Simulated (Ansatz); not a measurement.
# Co (bcc): the equilibrium volume

At what volume is Co (bcc) free of pressure?

This is Co in the bcc structure; at room conditions it is hcp.

Method: DFT r²SCAN, scalar-relativistic, plane waves, PAW (the target; the first runs use scalar-relativistic PBE), in Ansatz 0.2.0.

1 further run of the same task is left out (it didn't finish).

## (1) The starting structure

The structure is cubic, space group Im-3m (No. 229). The conventional cell has a = 2.811 Å, b = 2.811 Å, c = 2.811 Å, α = 90.00°, β = 90.00°, γ = 90.00°. Co (site symmetry m-3m) is surrounded by 8 Co at 2.43 Å.

As a file:

```cif
data_structure
_symmetry_space_group_name_H-M 'P 1'
_symmetry_Int_Tables_number 1
_cell_length_a 2.4344
_cell_length_b 2.4344
_cell_length_c 2.4344
_cell_angle_alpha 109.471
_cell_angle_beta 109.471
_cell_angle_gamma 109.471
_cell_volume 11.11
loop_
_atom_site_label
_atom_site_type_symbol
_atom_site_fract_x
_atom_site_fract_y
_atom_site_fract_z
_atom_site_occupancy
Co1 Co 0.00000 0.00000 0.00000 1
```

The moments start at Co 1.50 μB.

## (2) At the starting volume (PBE, 10×10×10 mesh)

File input.yaml:

```yaml
crystal:
  lattice:
    - [-1.4055224055, 1.4055224055, 1.4055224055]
    - [1.4055224055, -1.4055224055, 1.4055224055]
    - [1.4055224055, 1.4055224055, -1.4055224055]
  atoms:
    - { symbol: Co, position: [0.0, 0.0, 0.0], spin: 1.5 }
basis:
  ecutwfc: 420
  ecutrho_ratio: 4
kpoints:
  mp_grid: { grid: [10, 10, 10] }
hamiltonian:
  xc: pbe
scf:
  occupations: { method: gaussian, width: 0.05 }
output:
  forces: true
  stress: true
  eigenvalues: true
  populations: true
magnetization:
  spin_polarized: true
```

The log of the run, cut to the lines that bear on the results:

```text
Warning: RAYON_NUM_THREADS=2 ignored (pool sized by the plan → 2); use --threads N
[...]
Pseudopotentials: kind: paw
Pseudopotential: Co, paw, valence charge 17, recommended cutoff 420 eV (normal), Co.paw.azcp
Functional definition: PBE
[...]
Crystal: 1 atoms, lattice volume = 11.106 Å³
Basis set: ecut = 420 eV, 225 PW (Γ), exchange–correlation on 36×36×36 points (8 copies of the dense FFT grid, shifted against one another)
Bands: 14, of which v1, the nominal top of the filled ones, is band 9 counted from 1 (8 counted from 0)
Symmetry: 48 space group operations
Space group: Im-3m (ITA 229), of the structure as read, at distance tolerance 2.2e-5 Å
Magnetic group: BNS 229.140 (UNI 1642), of the structure as read, at distance tolerance 2.2e-5 Å
k-points: 47 of 1000
[...]
Starting moments: Σ|m| = 1.5 μB on 1 of 1 site
[...]
SCF iter   1: F=—  HF=-5125.844444 eV  |F-HF|=—  |Δ(HF+E_count)|=         —  Δρ=1.62e-1 (↑2.81e-2 ↓1.62e-1)  dr2=1.24e0  dr2_m=8.84e-1  M=1.858 μB ∫|m|=1.918 μB  β_m=0.30  ethr=3.10e-3  ⟨swp⟩=5.2  Hψ=6497  notcnv=0
[...]
SCF iter   9: F=-5126.070991 eV  HF=-5126.070991 eV  |F-HF|=2.82e-10  |Δ(HF+E_count)|=   9.90e-9  Δρ=1.77e-6 (↑9.79e-7 ↓1.77e-6)  dr2=3.92e-10  dr2_m=2.16e-11  M=1.822 μB ∫|m|=1.955 μB  ethr=4.92e-10  ⟨swp⟩=5.1  Hψ=4992  notcnv=0
[...]
SCF converged after 9 iterations
Magnetization: 1.8220 μB (9.4110 up, 7.5890 down)
Absolute magnetization: 1.9556 μB (∫|ρ↑−ρ↓|, with the PAW one-centre terms)
Spin contamination: 0.0274 ħ² per cell (⟨S²⟩ above its minimum at these occupations)
Per-site moments (μB) at R_I (Å): [(1.883349655118392, 1.0042049397197508)]
Free energy (F): -5126.070991 eV
[...]
E sigma→0 (E₀):  -5126.069954 eV
Entropy (-TS):   -0.002073 eV (-2.073 meV/atom)
Fermi energy:    18.529766 eV
[...]
--- Forces (eV/Å), atoms counted from 1 ---
  atom   1  Co    -0.00000000     0.00000000    -0.00000000
[...]
--- Stress (GPa, compression-positive) ---
        0.940217       0.000000      -0.000000
        0.000000       0.940217       0.000000
       -0.000000       0.000000       0.940217
  P = ⅓ Tr σ = 0.9402 GPa (9.402 kbar)
--- Band table (eV; the first three rows and the last of 94) ---
  k-point 0 ↑: bands = ["-78.0358", "-41.1105", "-41.1105", "-41.1105", "9.2528", "15.4458", "15.4458", "15.4458", "16.4796", "16.4796", "43.4185", "43.4185", "43.4185", "48.3655"]
[...]
--- Löwdin populations: 1 site ---
  site symbol       q [e]    m [muB]
     0     Co     16.7576     1.8878
  spilling = 0.014261 (of n_electrons = 17.000000)
```

Wall time 2 s (2 threads of an Arm CPU, shared host); peak memory 0.31 GiB.

This gives: volume 11.106 Å³/atom, pressure 0.94 GPa, metallic, moments in the atoms' spheres Co 1.88 μB.

## (3) Stepping to 11.176 Å³/atom (PBE, 10×10×10 mesh)

File input.yaml:

```yaml
crystal:
  lattice:
    - [-1.4084529478, 1.4084529478, 1.4084529478]
    - [1.4084529478, -1.4084529478, 1.4084529478]
    - [1.4084529478, 1.4084529478, -1.4084529478]
  atoms:
    - { symbol: Co, position: [0.0, 0.0, 0.0], spin: 2.07 }
basis:
  ecutwfc: 420
  ecutrho_ratio: 4
kpoints:
  mp_grid: { grid: [10, 10, 10] }
hamiltonian:
  xc: pbe
scf:
  occupations: { method: gaussian, width: 0.05 }
output:
  forces: true
  stress: true
  eigenvalues: true
  populations: true
magnetization:
  spin_polarized: true
```

The log of the run, cut to the lines that bear on the results:

```text
Warning: RAYON_NUM_THREADS=2 ignored (pool sized by the plan → 2); use --threads N
[...]
[... 3 set-up lines as earlier in the session ...]
[...]
Crystal: 1 atoms, lattice volume = 11.176 Å³
Basis set: ecut = 420 eV, 225 PW (Γ), exchange–correlation on 36×36×36 points (8 copies of the dense FFT grid, shifted against one another)
Bands: 14, of which v1, the nominal top of the filled ones, is band 9 counted from 1 (8 counted from 0)
[... 2 set-up lines as earlier in the session ...]
Magnetic group: BNS 229.140 (UNI 1642), of the structure as read, at distance tolerance 2.2e-5 Å
k-points: 47 of 1000
[...]
Starting moments: Σ|m| = 2.07 μB on 1 of 1 site
[...]
Absolute magnetization: 1.9578 μB (∫|ρ↑−ρ↓|, with the PAW one-centre terms)
Spin contamination: 0.0279 ħ² per cell (⟨S²⟩ above its minimum at these occupations)
Per-site moments (μB) at R_I (Å): [(1.8844343542670372, 1.006298727084649)]
Free energy (F): -5126.071109 eV
[...]
E sigma→0 (E₀):  -5126.070084 eV
Entropy (-TS):   -0.002049 eV (-2.049 meV/atom)
Fermi energy:    18.393775 eV
[...]
--- Forces (eV/Å), atoms counted from 1 ---
  atom   1  Co    -0.00000000     0.00000000     0.00000000
[...]
--- Stress (GPa, compression-positive) ---
       -0.389190      -0.000000      -0.000000
       -0.000000      -0.389190      -0.000000
       -0.000000       0.000000      -0.389190
  P = ⅓ Tr σ = -0.3892 GPa (-3.892 kbar)
--- Band table (eV; the first three rows and the last of 94) ---
  k-point 0 ↑: bands = ["-78.1678", "-41.2462", "-41.2462", "-41.2462", "9.1538", "15.3207", "15.3207", "15.3207", "16.3399", "16.3399", "43.2210", "43.2210", "43.2210", "48.1257"]
[...]
--- Löwdin populations: 1 site ---
  site symbol       q [e]    m [muB]
     0     Co     16.7572     1.8884
  spilling = 0.014282 (of n_electrons = 17.000000)
```

Wall time 2 s (2 threads of an Arm CPU, shared host); peak memory 0.31 GiB.

Read off: volume 11.176 Å³/atom, pressure -0.39 GPa, no gap, moments in the atoms' spheres Co 1.88 μB.

## (4) First run at r²SCAN

Edit input.yaml of step 3 so:

```diff
@@ -6,10 +6,10 @@
   atoms:
-    - { symbol: Co, position: [0.0, 0.0, 0.0], spin: 2.07 }
+    - { symbol: Co, position: [0.0, 0.0, 0.0], spin: 1.5 }
 basis:
-  ecutwfc: 420
+  ecutwfc: 500
   ecutrho_ratio: 4
 kpoints:
-  mp_grid: { grid: [10, 10, 10] }
+  mp_grid: { grid: [20, 20, 20] }
 hamiltonian:
-  xc: pbe
+  xc: r2scan
 scf:
```

The log of the run, cut to the lines that bear on the results:

```text
Warning: RAYON_NUM_THREADS=2 ignored (pool sized by the plan → 2); use --threads N
[...]
[... 1 set-up line as earlier in the session ...]
Pseudopotential: Co, paw, valence charge 17, recommended cutoff 500 eV (meta_gga), Co.paw.azcp
Functional definition: r2SCAN
[...]
Crystal: 1 atoms, lattice volume = 11.176 Å³
Basis set: ecut = 500 eV, 321 PW (Γ), exchange–correlation on 72×72×72 points (64 copies of the dense FFT grid, shifted against one another)
Bands: 14, of which v1, the nominal top of the filled ones, is band 9 counted from 1 (8 counted from 0)
[... 2 set-up lines as earlier in the session ...]
Magnetic group: BNS 229.140 (UNI 1642), of the structure as read, at distance tolerance 2.2e-5 Å
k-points: 256 of 8000
[...]
Starting moments: Σ|m| = 1.5 μB on 1 of 1 site
[...]
Absolute magnetization: 2.1785 μB (∫|ρ↑−ρ↓|, with the PAW one-centre terms)
Spin contamination: 0.0613 ħ² per cell (⟨S²⟩ above its minimum at these occupations)
Per-site moments (μB) at R_I (Å): [(2.0384664536920325, 1.006298727084649)]
Free energy (F): -5131.562149 eV
[...]
E sigma→0 (E₀):  -5131.561524 eV
Entropy (-TS):   -0.001250 eV (-1.250 meV/atom)
Fermi energy:    18.635143 eV
[...]
--- Forces (eV/Å), atoms counted from 1 ---
  atom   1  Co    -0.00000000     0.00000000     0.00000000
[...]
--- Stress (GPa, compression-positive) ---
       -4.217728      -0.000000       0.000000
        0.000000      -4.217728       0.000000
        0.000000      -0.000000      -4.217728
  P = ⅓ Tr σ = -4.2177 GPa (-42.177 kbar)
--- Band table (eV; the first three rows and the last of 512) ---
  k-point 0 ↑: bands = ["-82.3932", "-44.0189", "-44.0189", "-44.0189", "8.7502", "14.6896", "14.6896", "14.6896", "15.4909", "15.4909", "44.0378", "44.0378", "44.0378", "49.0612"]
[...]
--- Löwdin populations: 1 site ---
  site symbol       q [e]    m [muB]
     0     Co     16.7320     2.0213
  spilling = 0.015766 (of n_electrons = 17.000000)
```

Run time: 18 s. Hardware: 2 threads of an Arm CPU, shared host; peak memory 0.43 GiB.

In short: volume 11.176 Å³/atom, pressure -4.22 GPa, a metal on this mesh, moments in the atoms' spheres Co 2.04 μB.

## (5) Stepping to 10.862 Å³/atom

File input.yaml:

```yaml
crystal:
  lattice:
    - [-1.3951261995, 1.3951261995, 1.3951261995]
    - [1.3951261995, -1.3951261995, 1.3951261995]
    - [1.3951261995, 1.3951261995, -1.3951261995]
  atoms:
    - { symbol: Co, position: [0.0, 0.0, 0.0], spin: 2.24 }
basis:
  ecutwfc: 500
  ecutrho_ratio: 4
kpoints:
  mp_grid: { grid: [20, 20, 20] }
hamiltonian:
  xc: r2scan
scf:
  occupations: { method: gaussian, width: 0.05 }
output:
  forces: true
  stress: true
  eigenvalues: true
  populations: true
magnetization:
  spin_polarized: true
```

The log of the run, cut to the lines that bear on the results:

```text
Warning: RAYON_NUM_THREADS=2 ignored (pool sized by the plan → 2); use --threads N
[...]
[... 3 set-up lines as earlier in the session ...]
[...]
Crystal: 1 atoms, lattice volume = 10.862 Å³
Basis set: ecut = 500 eV, 249 PW (Γ), exchange–correlation on 72×72×72 points (64 copies of the dense FFT grid, shifted against one another)
Bands: 14, of which v1, the nominal top of the filled ones, is band 9 counted from 1 (8 counted from 0)
[... 2 set-up lines as earlier in the session ...]
Magnetic group: BNS 229.140 (UNI 1642), of the structure as read, at distance tolerance 2.2e-5 Å
k-points: 256 of 8000
[...]
Starting moments: Σ|m| = 2.24 μB on 1 of 1 site
[...]
Absolute magnetization: 2.1626 μB (∫|ρ↑−ρ↓|, with the PAW one-centre terms)
Spin contamination: 0.0584 ħ² per cell (⟨S²⟩ above its minimum at these occupations)
Per-site moments (μB) at R_I (Å): [(2.0281440107836985, 0.9967771524580954)]
Free energy (F): -5131.564740 eV
[...]
E sigma→0 (E₀):  -5131.564150 eV
Entropy (-TS):   -0.001181 eV (-1.181 meV/atom)
Fermi energy:    19.260626 eV
[...]
--- Forces (eV/Å), atoms counted from 1 ---
  atom   1  Co    -0.00000000    -0.00000000     0.00000000
[...]
--- Stress (GPa, compression-positive) ---
        1.764376      -0.000000       0.000000
       -0.000000       1.764376       0.000000
        0.000000      -0.000000       1.764376
  P = ⅓ Tr σ = 1.7644 GPa (17.644 kbar)
--- Band table (eV; the first three rows and the last of 512) ---
  k-point 0 ↑: bands = ["-81.7772", "-43.3858", "-43.3858", "-43.3858", "9.2060", "15.2673", "15.2673", "15.2673", "16.1459", "16.1459", "44.9529", "44.9529", "44.9529", "50.1818"]
[...]
--- Löwdin populations: 1 site ---
  site symbol       q [e]    m [muB]
     0     Co     16.7355     2.0122
  spilling = 0.015558 (of n_electrons = 17.000000)
```

It took 17 s on 2 threads of an Arm CPU, shared host; peak memory 0.43 GiB.

This gives: volume 10.862 Å³/atom, pressure 1.76 GPa, metallic, moments in the atoms' spheres Co 2.03 μB.

## (6) Stepping to 10.949 Å³/atom

File input.yaml:

```yaml
crystal:
  lattice:
    - [-1.3988693441, 1.3988693441, 1.3988693441]
    - [1.3988693441, -1.3988693441, 1.3988693441]
    - [1.3988693441, 1.3988693441, -1.3988693441]
  atoms:
    - { symbol: Co, position: [0.0, 0.0, 0.0], spin: 2.23 }
basis:
  ecutwfc: 500
  ecutrho_ratio: 4
kpoints:
  mp_grid: { grid: [20, 20, 20] }
hamiltonian:
  xc: r2scan
scf:
  occupations: { method: gaussian, width: 0.05 }
output:
  forces: true
  stress: true
  eigenvalues: true
  populations: true
magnetization:
  spin_polarized: true
```

The log of the run, cut to the lines that bear on the results:

```text
Warning: RAYON_NUM_THREADS=2 ignored (pool sized by the plan → 2); use --threads N
[...]
[... 3 set-up lines as earlier in the session ...]
[...]
Crystal: 1 atoms, lattice volume = 10.949 Å³
Basis set: ecut = 500 eV, 321 PW (Γ), exchange–correlation on 72×72×72 points (64 copies of the dense FFT grid, shifted against one another)
Bands: 14, of which v1, the nominal top of the filled ones, is band 9 counted from 1 (8 counted from 0)
[... 2 set-up lines as earlier in the session ...]
Magnetic group: BNS 229.140 (UNI 1642), of the structure as read, at distance tolerance 2.2e-5 Å
k-points: 256 of 8000
[...]
Starting moments: Σ|m| = 2.23 μB on 1 of 1 site
[...]
Absolute magnetization: 2.1671 μB (∫|ρ↑−ρ↓|, with the PAW one-centre terms)
Spin contamination: 0.0592 ħ² per cell (⟨S²⟩ above its minimum at these occupations)
Per-site moments (μB) at R_I (Å): [(2.030930202445882, 0.9994515205668472)]
Free energy (F): -5131.565212 eV
[...]
E sigma→0 (E₀):  -5131.564605 eV
Entropy (-TS):   -0.001213 eV (-1.213 meV/atom)
Fermi energy:    19.082616 eV
[...]
--- Forces (eV/Å), atoms counted from 1 ---
  atom   1  Co    -0.00000000     0.00000000    -0.00000000
[...]
--- Stress (GPa, compression-positive) ---
       -0.018380       0.000000       0.000000
       -0.000000      -0.018380      -0.000000
        0.000000       0.000000      -0.018380
  P = ⅓ Tr σ = -0.0184 GPa (-0.184 kbar)
--- Band table (eV; the first three rows and the last of 512) ---
  k-point 0 ↑: bands = ["-81.9523", "-43.5659", "-43.5659", "-43.5659", "9.0759", "15.1028", "15.1028", "15.1028", "15.9598", "15.9598", "44.6929", "44.6929", "44.6929", "49.8630"]
[...]
--- Löwdin populations: 1 site ---
  site symbol       q [e]    m [muB]
     0     Co     16.7345     2.0146
  spilling = 0.015618 (of n_electrons = 17.000000)
```

It took 18 s on 2 threads of an Arm CPU, shared host; peak memory 0.43 GiB.

Read off: volume 10.949 Å³/atom, pressure -0.02 GPa, no gap, moments in the atoms' spheres Co 2.03 μB.

## (7) The volume search in one table

```csv
step,level,mesh,relaxed,volume (Å³/atom),pressure (GPa)
2,PBE,10×10×10,nothing,11.106,0.94
3,PBE,10×10×10,nothing,11.176,-0.39
4,r²SCAN,20×20×20,nothing,11.176,-4.22
5,r²SCAN,20×20×20,nothing,10.862,1.76
6,r²SCAN,20×20×20,nothing,10.949,-0.02
```

How the cell compares, before and after:

| cell as typed | before | after | change |
| --- | --- | --- | --- |
| a (Å) | 2.434 | 2.423 | -0.5 % |
| b (Å) | 2.434 | 2.423 | -0.5 % |
| c (Å) | 2.434 | 2.423 | -0.5 % |
| volume (Å³/atom) | 11.106 | 10.949 | -1.4 % |
| shortest distance (Å) | 2.434 | 2.423 | -0.5 % |
| space group | Im-3m | Im-3m | same |

## (8) What came out

| quantity | value |
| --- | --- |
| volume | 10.949 Å³/atom |
| pressure | -0.02 GPa |
| conventional cell | a = 2.798 Å, b = 2.798 Å, c = 2.798 Å, α = 90.00°, β = 90.00°, γ = 90.00° |
| gap on the mesh | none (metal) |
| spin moments in spheres | Co 2.03 μB |

What this shows: From the first run shown, the volume went from 11.11 to 10.95 Å³/atom (-1.4 %) in 5 runs, where the pressure is zero within 0.02 GPa.
